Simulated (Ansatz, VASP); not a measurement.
**One calculation of Os, two programs**

```
Os
1.0
     2.73410    0.00000    0.00000
    -1.36705    2.36780    0.00000
     0.00000    0.00000    4.31970
Os
2
Direct
  0.66667 0.33333 0.75000
  0.33333 0.66667 0.25000
```

Alike in both runs: task relaxation of cell and atoms; functional RPBE; dispersion D4; k mesh 11 × 11 × 6; occupations fermi-dirac, width 0.05 eV; no spin polarisation.

|  | VASP | Ansatz |
| --- | --- | --- |
| version | VASP 6.6.1 | Ansatz 0.2.0 |
| potentials or method | VASP PAW PBE potentials, release 64 (Os) | Ansatz PAW |
| plane-wave cutoff (eV) | 600 | 420 |
| valence electrons in the cell | 16 | 32 |

|  | VASP | Ansatz | Ansatz less VASP |
| --- | --- | --- | --- |
| gap on the k mesh at the Fermi level, each at its own relaxed structure (eV) | none | none | - |
| relaxed volume (Å³/atom) | 13.95 | 13.96 | +0.001 |
| relaxed cell length with the largest relative difference (Å) | 4.319 | 4.320 | +0.0008 |

A gap of «none» marks a metal or a gap that the smearing closes. The two sets of potentials don't hold the same shells in valence.

Caveats: pairwise dispersion overbinds metals, which lowers pressure and volume; the PAW data sets were made with another functional, which shifts forces and pressure a little (VASP); the plane-wave basis is chosen anew once the cell has moved, so the energies of steps on either side of that aren't comparable (Ansatz); the PAW data sets come from PBE, with cores solved anew for the run's functional, which leaves a small shift of forces and pressure (Ansatz). Spin-orbit coupling is left out, which matters for the levels of Os.
